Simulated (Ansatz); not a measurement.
Computed with DFT PBEsol, scalar-relativistic, plane waves, PAW in Ansatz 0.2.0.

Structure of Sb:

```xyz
1
Lattice="3.0617 0.0000 0.0000 0.0000 3.0617 0.0000 0.0000 0.0000 3.0617" Properties=species:S:1:pos:R:3 pbc="T T T"
Sb    0.0000    0.0000    0.0000
```

Cutoff 420 eV; k points 14×14×14 on the computed 1-atom cell (Γ-centred); Gaussian smearing, width 0.10 eV; no spin polarisation.

Levels along Γ–X–M–Γ–R–X | R–M, in eV from the Fermi level, sorted by energy at each point. Points in fractions of the primitive reciprocal vectors: Γ (0.000 0.000 0.000), X (0.000 0.500 0.000), M (0.500 0.500 0.000), R (0.500 0.500 0.500).
```tsv
point	k (1/Å, with 2π)	band 6	band 7	band 8	band 9	band 10	band 11
Γ	0.000	-12.65	3.42	3.42	3.42	7.25	7.25
-	0.147	-12.57	2.43	3.49	3.49	7.31	7.82
-	0.293	-12.34	0.65	3.72	3.72	7.50	8.21
-	0.440	-11.96	-1.17	4.07	4.07	7.82	8.57
-	0.586	-11.46	-2.84	4.52	4.52	8.25	9.02
-	0.733	-10.87	-4.29	5.00	5.00	8.79	9.59
-	0.879	-10.32	-5.37	5.39	5.39	9.38	10.23
X	1.026	-10.07	-5.80	5.55	5.55	9.73	10.64
-	1.173	-9.99	-5.72	4.67	5.63	9.46	10.24
-	1.319	-9.76	-5.51	2.96	5.87	7.66	10.83
-	1.466	-9.38	-5.16	1.16	5.97	6.23	11.27
-	1.612	-8.86	-4.71	-0.54	4.47	6.70	11.72
-	1.759	-8.24	-4.23	-2.03	3.24	7.19	12.26
-	1.906	-7.63	-3.82	-3.17	2.37	7.59	12.87
M	2.052	-7.34	-3.65	-3.65	2.05	7.74	13.28
-	2.260	-7.91	-3.46	-3.25	2.70	7.43	12.28
-	2.467	-9.08	-2.89	-2.44	4.46	6.63	10.95
-	2.674	-10.27	-1.97	-1.47	5.65	6.96	9.82
-	2.881	-11.28	-0.72	-0.29	4.74	8.67	10.11
-	3.089	-12.03	0.80	1.11	4.02	8.09	10.88
-	3.296	-12.49	2.43	2.58	3.57	7.60	8.49
Γ	3.503	-12.65	3.42	3.42	3.42	7.25	7.25
-	3.757	-12.41	2.51	2.51	2.73	8.55	8.55
-	4.011	-11.73	1.09	1.09	1.59	11.12	11.12
-	4.265	-10.60	-0.09	-0.09	0.66	10.15	10.94
-	4.519	-9.08	-0.90	-0.90	0.06	7.63	8.48
-	4.773	-7.26	-1.38	-1.38	-0.37	5.63	6.56
-	5.027	-5.38	-1.58	-1.58	-0.99	4.74	5.31
R	5.280	-4.28	-1.62	-1.62	-1.62	4.88	4.88
-	5.488	-5.04	-1.93	-1.43	-1.00	4.58	5.02
-	5.695	-6.37	-2.70	-0.84	0.04	4.58	5.44
-	5.902	-7.64	-3.64	0.11	1.12	5.15	6.15
-	6.110	-8.68	-4.52	1.40	2.32	6.17	7.14
-	6.317	-9.45	-5.21	2.95	3.64	7.57	8.42
-	6.524	-9.91	-5.65	4.59	4.92	9.26	9.97
X	6.732	-10.07	-5.80	5.55	5.55	9.73	10.64
R	6.732	-4.28	-1.62	-1.62	-1.62	4.88	4.88
-	6.878	-4.68	-1.77	-1.77	-1.04	4.48	5.17
-	7.025	-5.41	-2.15	-2.15	0.23	3.81	5.99
-	7.171	-6.08	-2.60	-2.60	1.81	3.19	7.17
-	7.318	-6.63	-3.02	-3.02	2.70	3.56	8.62
-	7.465	-7.02	-3.36	-3.36	2.34	5.36	10.25
-	7.611	-7.26	-3.57	-3.57	2.12	6.98	11.99
M	7.758	-7.34	-3.65	-3.65	2.05	7.74	13.28
```

Spin-orbit coupling is left out, which matters for the bands of heavy elements.

This simple cubic form isn't the element's structure at ambient conditions.

Cost: 1 run of about 0.36 core-minutes, on Intel Xeon Processor @ 2.50GHz (Skylake/Cascade Lake) (shared hosts).